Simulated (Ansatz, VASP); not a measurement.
N: VASP beside Ansatz

```
N
1.0
     0.00000    1.55381    1.55381
     1.55381    0.00000    1.55381
     1.55381    1.55381    0.00000
N
1
Direct
  0.00000 0.00000 0.00000
```

The real solid is made of molecules; this cell is a model form.

Alike in both runs: task single point; functional PBE; dispersion D3(BJ); k mesh 28 × 28 × 28; occupations gaussian, width 0.15 eV; no spin polarisation.

|  | VASP | Ansatz |
| --- | --- | --- |
| version | VASP 6.6.1 | Ansatz 0.2.0 |
| potentials or method | VASP PAW PBE potentials, release 64 (N) | scalar-relativistic, plane waves, PAW |
| plane-wave cutoff (eV) | 520 | 420 |
| valence electrons in the cell | 5 | 5 |

```tsv
	VASP	Ansatz	Ansatz less VASP
gap on the k mesh at the Fermi level (eV)	none	none	-
pressure (GPa)	-0.5	-0.4	+0.17
```

A gap of «none» marks a metal or a gap that the smearing closes. The functional is the same, so the differences come from potentials, cutoffs and numerics.

Caveats: pairwise dispersion overbinds metals, which lowers pressure and volume.
